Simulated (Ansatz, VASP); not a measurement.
SiC in VASP and in Ansatz

```
CELL_PARAMETERS angstrom
0.00000 2.34792 2.00008
2.34792 0.00000 2.00008
2.34792 2.34792 0.00000
ATOMIC_POSITIONS crystal
Si 0.00000 0.00000 0.00000
C 0.75000 0.75000 0.75000
```

Change from the starting cell: strain +0.080 along x and y, -0.080 along z, atoms carried along.

Alike in both runs: task single point; functional r2SCAN; k mesh 12 × 12 × 12; occupations gaussian, width 0.05 eV; no spin polarisation.

```csv
,VASP,Ansatz
version,VASP 6.6.1,Ansatz 0.2.0
potentials or method,"VASP PAW PBE potentials, release 64 (Si, C)","scalar-relativistic, plane waves, PAW"
plane-wave cutoff (eV),520,500
valence electrons in the cell,8,8
```

Ansatz gave:

```
gap on the k mesh at the Fermi level (eV)       : 0.38
least direct gap on the mesh (eV)               : 4.68
pressure (GPa)                                  : -14.6
largest component of the traceless stress (GPa) : 21.77
```

Problem. Estimate VASP's values.

Solution. gap on the k mesh at the Fermi level (eV): 0.39; least direct gap on the mesh (eV): 4.69; pressure (GPa): -14.7; largest component of the traceless stress (GPa): 21.87.

With one functional, cell and mesh, what is left measures potentials, basis and numerics.

Caveats: the PAW data sets were made with another functional, which shifts forces and pressure a little (VASP).
